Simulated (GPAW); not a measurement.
Runs of GPAW 26.7.0 on MoS2. Symmetry: P-3m1, No. 164, trigonal system. Conventional cell: a = 3.227 Å, b = 3.227 Å, c = 6.312 Å, α = 90.00°, β = 90.00°, γ = 120.00°. Mo (site symmetry -3m) has 6 S at 2.42 Å as nearest neighbours. Around S (site symmetry 3m) lie 3 Mo at 2.42 Å. Measurements of this composition are mostly on another form, of space group No. 194.

```csv
task,level,potentials or basis,cell,smearing,band path,band points,eigensolver,optimizer,fmax,gap on the mesh (eV),pressure (GPa),largest force (eV/Å)
single point,PBE,"GPAW PAW data sets (gpaw-data 1.2.1), pw",as given,gaussian 0.029 eV,-,-,-,-,-,none,1.0,0.30
single point,PBE,"GPAW PAW data sets (gpaw-data 1.2.1), pw",as given,gaussian 0.015 eV,-,-,-,-,-,none,1.0,0.30
single point,PBE,"GPAW PAW data sets (gpaw-data 1.2.1), pw",as given,gaussian 0.013 eV,-,-,-,-,-,none,1.0,0.30
band structure,r2SCAN,"GPAW PAW data sets (gpaw-data 1.2.1), pw",as given,fermi-dirac 0.05 eV,"GMKGALHA,LM,KH",80,-,-,-,-,0.1,(a)
single point,PBE,"GPAW PAW data sets (gpaw-data 1.2.1), pw",as given,gaussian 0.1 eV,-,-,-,-,-,none,1.0,0.29
single point,PBE,"GPAW PAW data sets (gpaw-data 1.2.1), pw",as given,gaussian 0.03 eV,-,-,-,-,-,none,1.0,0.30
relaxation of cell and atoms,BLYP+D4,"PAW data sets generated in the run's folder for this functional, pw",relaxed,fermi-dirac 0.05 eV,-,-,davidson,BFGS,0.02 eV/Å,none,0.1,0.02
single point,PBE,"GPAW PAW data sets (gpaw-data 1.2.1), pw",as given,gaussian 0.019 eV,-,-,-,-,-,none,1.0,0.30
```

Alike in all rows: no spin polarisation; k mesh 9 × 9 × 4; cutoff (eV) 600.

Q: Estimate the missing entries.

A: (a) 0.10.

Caveats: this functional lacks dispersion, which binds the layers, so the pressure and a relaxed spacing across them are unreliable (some runs); the PAW data sets were made with another functional, which shifts forces and pressure a little (some runs); later steps reuse the first step's grids (some runs).

A k mesh can miss the band edges, and the runs leave out spin-orbit coupling on Mo.

A gap of «none» marks a metal or a gap under the smearing width.
